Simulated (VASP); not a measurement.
# A VASP 6.6.1 single-point calculation on KBr

INCAR

```
ENCUT = 300
NELM = 98
LWAVE = .FALSE.
SIGMA = 0.01
PREC = Accurate
METAGGA = R2SCAN
NBANDS = 15
LREAL = .TRUE.
NSW = 0
IBRION = -1
EDIFF = 1E-7
LASPH = .TRUE.
NELECT = 16.1
ISIF = 2
LCHARG = .FALSE.
ISMEAR = 0
ALGO = Normal
```

KPOINTS

```
KPOINTS created by Atomic Simulation Environment
0
Gamma
6 6 6
0 0 0
```

POSCAR

```
K  Br
 1.0000000000000000
     0.0000000000000000    3.2692253285000001    3.2692253285000001
     3.2692253285000001    0.0000000000000000    3.2692253285000001
     3.2692253285000001    3.2692253285000001    0.0000000000000000
 K   Br
   1   1
Cartesian
  0.0000000000000000  0.0000000000000000  0.0000000000000000
  3.2692253285000001  3.2692253285000001  3.2692253285000001
```

The recommended PBE PAW datasets give the neutral cell 16 valence electrons.

Command

```
mpirun -np 1 vasp_std
```

**Question.** Predict the outcome of this run.

**Answer.** It converged. Results: pressure 1.9 GPa.

OSZICAR

```
N       E                     dE             d eps       ncg     rms          rms(c)
DAV:   1     0.462156576247E+02    0.46216E+02   -0.50571E+03   480   0.622E+02
DAV:   2    -0.228552364862E+02   -0.69071E+02   -0.65324E+02   672   0.181E+02
DAV:   3    -0.266723773308E+02   -0.38171E+01   -0.37995E+01   649   0.372E+01
DAV:   4    -0.268174765169E+02   -0.14510E+00   -0.14508E+00   731   0.681E+00
DAV:   5    -0.268190974202E+02   -0.16209E-02   -0.16209E-02   679   0.721E-01    0.344E+00
DAV:   6    -0.229026374700E+02    0.39165E+01   -0.11263E+00   761   0.845E+00    0.212E+00
DAV:   7    -0.228746279361E+02    0.28010E-01   -0.14306E-01   641   0.217E+00    0.987E-01
DAV:   8    -0.228832468100E+02   -0.86189E-02   -0.87763E-03   592   0.680E-01    0.423E-01
DAV:   9    -0.228872079599E+02   -0.39611E-02   -0.27935E-03   508   0.444E-01    0.725E-02
DAV:  10    -0.228873957936E+02   -0.18783E-03   -0.10385E-04   676   0.731E-02    0.500E-02
DAV:  11    -0.228874879444E+02   -0.92151E-04   -0.80444E-05   494   0.710E-02    0.527E-03
DAV:  12    -0.228874877533E+02    0.19111E-06   -0.12069E-06   691   0.763E-03    0.263E-03
DAV:  13    -0.228874880394E+02   -0.28603E-06   -0.21809E-07   571   0.322E-03    0.704E-04
DAV:  14    -0.228874879257E+02    0.11363E-06   -0.14820E-08   450   0.884E-04    0.144E-04
DAV:  15    -0.228874879129E+02    0.12868E-07   -0.30130E-09   338   0.393E-04
   1 F= -.22887488E+02 E0= -.22887420E+02  d E =-.136587E-03
```

Standard output (part)

```
POSCAR found type information on POSCAR K Br
 POSCAR found :  2 types and       2 ions
|     You have a (more or less) 'small supercell' and for smaller cells       |
|     it is recommended to use the reciprocal-space projection scheme!        |
|     The real-space optimization is not efficient for small cells and it     |
|     is also less accurate ...                                               |
|     Therefore, set LREAL=.FALSE. in the INCAR file.                         |
|     The real-space projection scheme for the treatment of the non-local     |
|     real-space optimization of all non-local projectors! BE WARNED that     |
|     a calculation using the real-space projection scheme together with      |
|     non-local projectors which were not real-space optimized (according     |
|     to the plane-wave cutoff used in this calculation) might give more      |
|     or less inaccurate results. I hope you know what you are doing.         |
 LDA part: xc-table for (None), standard interpolation
 POSCAR, INCAR and KPOINTS ok, starting setup
 WAVECAR not read
 entering main loop
 the old and the new charge density differ
    0.344E+00
```

The cell is charged and sits in a uniform background.

For comparison, a separate r²SCAN run of the intended cell, on usual settings and not on those above, gives a gap of 5.16 eV on its mesh and a pressure of 0.6 GPa.
